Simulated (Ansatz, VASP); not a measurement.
**Mn: VASP beside Ansatz**

```
Mn
1.0
     0.00000    1.72932    1.72932
     1.72932    0.00000    1.72932
     1.72932    1.72932    0.00000
Mn
1
Direct
  0.50000 0.50000 0.50000
```

Alike in both runs: task relaxation of cell and atoms; functional PBEsol; k mesh 8 × 8 × 8; occupations gaussian, width 0.1 eV; no spin polarisation.

```csv
,VASP,Ansatz
version,VASP 6.6.1,Ansatz 0.2.0
potentials or method,"VASP PAW PBE potentials, release 64 (Mn_pv)","scalar-relativistic, plane waves, PAW"
plane-wave cutoff (eV),600,420
valence electrons in the cell,13,15
```

|  | VASP | Ansatz | Ansatz less VASP |
| --- | --- | --- | --- |
| gap on the k mesh at the Fermi level, each at its own relaxed structure (eV) | none | none | - |
| relaxed volume (Å³/atom) | 10.34 | 10.34 | 0.000 |
| relaxed cell length with the largest relative difference (Å) | 2.446 | 2.446 | 0.0000 |

A gap of «none» marks a metal or a gap that the smearing closes. The two sets of potentials don't hold the same shells in valence.

Caveats: the k mesh is coarse (spacing up to 0.39 Å⁻¹), so the values aren't converged; the relaxation stopped at its first step, so nothing moved; the PAW data sets were made with another functional, which shifts forces and pressure a little (VASP); the run has no spin polarisation, though such a crystal can be magnetic. Spin polarisation is off, so any magnetic state and its effect on volume and gap are missing.
